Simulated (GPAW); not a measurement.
Write an ASE script for GPAW 26.7.0 that does the following.

- Task: band structure
- Functional: LDA
- Potentials or basis: the program's PAW data sets (release 1.2.1) made for this functional
- Cutoff: 600 eV
- Basis: pw
- k mesh: 6 × 6 × 3
- Occupations: fermi-dirac, width 0.05 eV
- Spin: no spin polarisation
- Maxiter: 150
- Band path: GXSRAZGYX1A1TY,ZT
- Band points: 80

The system is I.

```
CELL_PARAMETERS angstrom
3.63503 -2.39502 0.00000
3.63503 2.39502 0.00000
0.00000 0.00000 9.79344
ATOMIC_POSITIONS crystal
I 0.64930 0.35070 0.38440
I 0.14930 0.85070 0.11560
I 0.35070 0.64930 0.61560
I 0.85070 0.14930 0.88440
```

These files were run (other wordings do the same):

run.py

```python
from ase import Atoms
from ase.dft.bandgap import bandgap
from ase.io import write
from ase.units import GPa
from gpaw import GPAW, PW

atoms = Atoms(['I', 'I', 'I', 'I'],
              cell=[[3.635035, -2.39502, 0.0],
                    [3.635035, 2.39502, 0.0],
                    [0.0, 0.0, 9.79344]],
              scaled_positions=[[0.6493, 0.3507, 0.3844],
                                [0.1493, 0.8507, 0.1156],
                                [0.3507, 0.6493, 0.6156],
                                [0.8507, 0.1493, 0.8844]],
              pbc=True)

calc = GPAW(mode=PW(600),
            xc='LDA',
            kpts={'size': (6, 6, 3), 'gamma': True},
            occupations={'name': 'fermi-dirac', 'width': 0.05},
            nbands=26,
            convergence={'density': 1e-05, 'energy': 1e-05},
            maxiter=150,
            txt='gpaw.txt')
atoms.calc = calc
energy = atoms.get_potential_energy()
forces = atoms.get_forces()
stress = atoms.get_stress()
calc.write('gs.gpw')
write('result.traj', atoms)
print(f'Energy: {energy:.6f} eV')
print('Forces (eV/A):')
print(forces.round(4))
print('Stress (GPa):', (stress / GPa).round(3))
print('Fermi level:', round(calc.get_fermi_level(), 4), 'eV')
print(f'Gap: {bandgap(calc)[0]:.4f} eV, direct: {bandgap(calc, direct=True)[0]:.4f} eV')

path = atoms.cell.bandpath('GXSRAZGYX1A1TY,ZT', npoints=80, eps=1e-4)
bs_calc = calc.fixed_density(kpts=path, symmetry='off', nbands=52,
                             convergence={'bands': 'CBM+6.0', 'eigenstates': 1e-6}, txt='bands.txt')
bs = bs_calc.band_structure()
bs.write('bs.json')
print(f'Gap on the path: {bandgap(bs_calc)[0]:.4f} eV')
```

Potentials or basis: the program's PAW data sets (release 1.2.1) made for this functional, pw.

Run with:

```sh
$ OMP_NUM_THREADS=1 python run.py
```

It gave:

```
Pressure                : -0.6 GPa
Largest force           : 0.884 eV/Å
Band gap on the k mesh  : 1.20 eV, indirect (least direct gap 1.29 eV)
Band gap along the path : 1.18 eV, indirect (least direct gap 1.28 eV)
```

Caveat: spin-orbit coupling is left out, which moves the levels of the heavy elements.

It took 86 s on 1 thread of AMD EPYC 9R45 96-Core Processor (Zen 5) (shared host), peak memory 0.79 GiB.
